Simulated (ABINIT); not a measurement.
MgS:

```
S Mg
1.0
     0.00000    2.83312    2.83312
     2.83312    0.00000    2.83312
     2.83312    2.83312    0.00000
S Mg
1 1
Direct
  0.25000 0.25000 0.25000
  0.00000 0.00000 0.00000
```

The cell comes from a database or a generator and needn't be the stable form of this composition.

Base run:

| Item | Value |
| --- | --- |
| Program | ABINIT 10.8.3 (patched build) |
| Functional | PBEsol |
| Potentials or basis | JTH PAW PBE v2.0 |
| Cutoff | 653 eV |
| k mesh | 8 × 8 × 8 |
| Occupations | fermi-dirac, width 0.05 eV |
| Spin | no spin polarisation |

Its results: band gap on the k mesh 3.28 eV, direct; pressure -0.3 GPa.

**Question.** The run is repeated on the same cell with these changes: functional from PBEsol to r2SCAN. What comes out?

**Answer.** Band gap on the k mesh 4.12 eV, direct; pressure 0.1 GPa.

r2SCAN gives the wider gap, since meta-GGAs in the generalised Kohn-Sham scheme recover part of the derivative discontinuity.

Caveats: the PAW data sets were made with another functional, which shifts forces and pressure a little.
